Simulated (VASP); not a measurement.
Runs of VASP 6.6.1 on ZnSe (Stilleite). It takes space group F-43m (No. 216, cubic). The conventional cell has a = 5.668 Å, b = 5.668 Å, c = 5.668 Å, α = 90.00°, β = 90.00°, γ = 90.00°. Around Zn (site symmetry -43m) lie 4 Se at 2.45 Å. Around Se (site symmetry -43m) lie 4 Zn at 2.45 Å. 

```csv
task,level,potentials or basis,cell,k mesh,cutoff (eV),by perturbation theory,gap on the mesh (eV),pressure (GPa),relaxed volume (Å³/atom)
single point,PBE,"VASP PAW PBE potentials, release 64 (Zn, Se)",as given,6 × 6 × 6,520,-,1.29,2.4,-
single point,PBEsol,"VASP PAW PBE potentials, release 64 (Zn, Se)",as given,6 × 6 × 6,520,-,1.17,-0.9,-
relaxation of cell and atoms,LDA,"VASP PAW LDA potentials, release 64 (Zn, Se)",relaxed,8 × 8 × 8,600,-,1.27,0.0,(b)
relaxation of cell and atoms,r2SCAN,"VASP PAW PBE potentials, release 64 (Zn, Se)",relaxed,8 × 8 × 8,600,-,1.87,0.0,22.76
relaxation of cell and atoms,PBEsol,"VASP PAW PBE potentials, release 64 (Zn, Se)",relaxed,8 × 8 × 8,600,-,1.23,0.0,22.44
single point,LDA,"VASP PAW LDA potentials, release 64 (Zn, Se)",as given,6 × 6 × 6,520,-,(a),-3.1,-
```

Alike in all rows: no spin polarisation; smearing gaussian 0.03 eV.

Problem. Estimate the missing entries.

Solution. (a) 1.07; (b) 21.68.

Caveats: the PAW data sets were made with another functional, which shifts forces and pressure a little (some runs).

A k mesh can miss the band edges, and the runs leave out spin-orbit coupling on Se.

Not every run made on this cell is shown here.
